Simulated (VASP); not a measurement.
ZrB2, 3 atoms in the cell. It takes space group P6/mmm (No. 191, hexagonal). The conventional cell has a = 3.170 Å, b = 3.170 Å, c = 3.533 Å, α = 90.00°, β = 90.00°, γ = 120.00°. Zr (site symmetry 6/mmm) has 12 B at 2.54 Å as nearest neighbours. Around B (site symmetry -6m2) lie 3 B at 1.83 Å. 

```yaml
Program: VASP 6.6.1
Task: single point
Functional: PBE
Potentials_or_basis: VASP PAW PBE potentials, release 64 (Zr_sv, B)
Cutoff: 520 eV
k_mesh: 8 × 8 × 6
Occupations: fermi-dirac, width 0.1 eV
Spin: no spin polarisation
Dipole_correction: no
Further_INCAR_settings: ALGO = Normal; EDIFF = 1e-06; NBANDS = 16
```

Potentials or basis: VASP PAW PBE potentials, release 64 (Zr_sv, B).

The run is started by

```sh
$ cat potpaw_PBE.64/Zr_sv/POTCAR potpaw_PBE.64/B/POTCAR > POTCAR
$ mpirun -np 1 vasp_std > vasp.out
```

Hardware: 1 thread of AMD EPYC 9R14 (Zen 4), with other jobs on the host.

**Question.** Estimate the wall time of this run.

**Answer.** It took 14 s on 1 thread of AMD EPYC 9R14 (Zen 4), with other jobs on the host, peak memory 0.12 GiB. Counts: scf iterations 13, k points 40.
